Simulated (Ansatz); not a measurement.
Sb: single point with PBE

Crystal: Sb.

```xyz
4
Lattice="4.5277 0.0000 0.0000 0.0000 4.4211 0.0000 -1.3205 0.0000 6.3643" Properties=species:S:1:pos:R:3 pbc="T T T"
Sb    0.6363    1.1053    4.3511
Sb    3.2336    3.3158    4.8545
Sb   -0.0264    1.1053    1.5099
Sb    2.5709    3.3158    2.0132
```

This isn't the form of Sb at room conditions, which is rhombohedral.

| Quantity | Value |
| --- | --- |
| Program | Ansatz 0.2.0 |
| Task | single point |
| Functional | PBE |
| Potentials or basis | Ansatz PAW |
| Cutoff | 420 eV (not typed: the program's choice for these potentials) |
| k mesh | 6 × 6 × 4 |
| Occupations | fermi-dirac, width 0.05 eV |
| Spin | no spin polarisation |

| Quantity | Value |
| --- | --- |
| Pressure | 0.1 GPa |
| Largest force | 0.140 eV/Å |
| Band gap on the k mesh | none (metal or under the smearing width) |

Forces in eV/Å, atoms in the order of the input:
```
Sb  -0.039  0.000  0.135
Sb   0.102  0.000  0.014
Sb  -0.102  0.000 -0.014
Sb   0.039  0.000 -0.135
```

Stress tensor (GPa, compression positive):
```
 0.10  0.00  0.37
 0.00 -0.32  0.00
 0.37  0.00  0.50
```

Levels at points of the mesh, in eV from the Fermi level:
| k point | band 26 | band 27 | band 28 | band 29 | band 30 | band 31 | band 32 | band 33 | band 34 | band 35 |
| --- | --- | --- | --- | --- | --- | --- | --- | --- | --- | --- |
| (0.00, 0.00, 0.00) | -3.43 | -2.76 | -2.14 | -1.38 | -0.14 | 2.04 | 2.72 | 2.94 | 3.04 | 3.08 |
| (0.00, 0.00, -0.50) | -3.03 | -2.46 | -2.12 | -1.74 | -1.56 | 0.66 | 1.87 | 2.19 | 2.99 | 3.87 |
| (0.00, -0.50, 0.00) | -3.60 | -1.41 | -1.41 | -1.10 | -1.10 | 0.42 | 0.42 | 1.31 | 1.31 | 3.74 |
| (0.00, -0.50, -0.50) | -1.98 | -1.63 | -1.63 | -0.84 | -0.84 | 0.12 | 0.12 | 0.97 | 0.97 | 2.18 |
| (-0.50, 0.00, 0.00) | -2.32 | -2.10 | -1.07 | -0.90 | -0.69 | 0.28 | 1.12 | 1.26 | 1.44 | 1.90 |
| (-0.50, 0.00, -0.50) | -2.14 | -1.77 | -1.03 | -0.85 | -0.71 | -0.34 | 0.74 | 1.07 | 1.23 | 1.65 |
| (-0.50, -0.50, 0.00) | -4.85 | -3.50 | -3.50 | -2.29 | -2.29 | 0.85 | 0.85 | 5.00 | 5.00 | 5.32 |
| (-0.50, -0.50, -0.50) | -5.11 | -3.83 | -3.83 | -1.27 | -1.27 | 1.95 | 1.95 | 3.57 | 3.57 | 4.64 |

Run time: 9 s on 2 threads of Intel(R) Xeon(R) Processor @ 2.70GHz (shared host), peak memory 0.51 GiB.

The run has no spin-orbit coupling, so splittings on Sb are missing.
